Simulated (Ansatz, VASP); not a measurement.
MnS: VASP beside Ansatz

The input INCAR:

```
ALGO = Normal
EDIFF = 1E-6
ENCUT = 520
GGA = PE
ISIF = 2
ISMEAR = -1
ISPIN = 2
LASPH = True
LCHARG = False
LMAXMIX = 4
LORBIT = 11
LREAL = False
LWAVE = False
MAGMOM = 4.5 4.5 0 0
NBANDS = 31
NELM = 150
PREC = Accurate
SIGMA = 0.03
```

File KPOINTS:

```
k-points
0
Gamma
  6 6 3
```

The input POSCAR:

```
MnS
1.0
    3.9760013000      0.0000000000      0.0000000000
   -1.9880006500      3.4433181300      0.0000000000
    0.0000000000      0.0000000000      6.4320000000
Mn S
2 2
Direct
    0.3333333300      0.6666666700      0.0000000000
    0.6666666700      0.3333333300      0.5000000000
    0.3333333300      0.6666666700      0.3850000000
    0.6666666700      0.3333333300      0.8850000000
```

Input for Ansatz:

```yaml
crystal:
  lattice:
    - [3.9760013, 0.0, 0.0]
    - [-1.98800065, 3.44331813, 0.0]
    - [0.0, 0.0, 6.432]
  atoms:
    - { symbol: Mn, position: [0.33333333, 0.66666667, 0.0], spin: 4.5 }
    - { symbol: Mn, position: [0.66666667, 0.33333333, 0.5], spin: 4.5 }
    - { symbol: S, position: [0.33333333, 0.66666667, 0.385] }
    - { symbol: S, position: [0.66666667, 0.33333333, 0.885] }
magnetization:
  spin_polarized: true
hamiltonian:
  xc: pbe
  pseudopotentials: { kind: paw }
basis:
  ecutwfc: 420
kpoints:
  mp_grid: { grid: [6, 6, 3] }
scf:
  occupations: { method: fermi_dirac, width: 0.03 }
  lower_state_search: "off"
output:
  forces: true
  stress: true
```

Alike in both runs: task single point; functional PBE; k mesh 6 × 6 × 3; occupations fermi-dirac, width 0.03 eV; collinear spin.

|  | VASP | Ansatz |
| --- | --- | --- |
| version | VASP 6.6.1 | Ansatz 0.2.0 |
| potentials or method | VASP PAW PBE potentials, release 64 (Mn_pv, S) | PAW, plane waves, scalar-relativistic |
| plane-wave cutoff (eV) | 520 | 420 |
| valence electrons in the cell | 38 | 42 |

```csv
,VASP,Ansatz,Ansatz less VASP
pressure (GPa),1.4,1.4,-0.03
largest component of the traceless stress (GPa),1.25,1.23,-0.017
rms of the force components (eV/Å),0.110,0.109,-0.0002
net moment per atom (μB),2.49,2.49,0.000
size of the moment on the site where the two differ most (μB),4.36,4.18,-0.180
```

Site moments also hang on the region over which each program counts them. Atom by atom the forces differ by 0.000 eV/Å (rms over components). The two sets of potentials don't hold the same shells in valence.
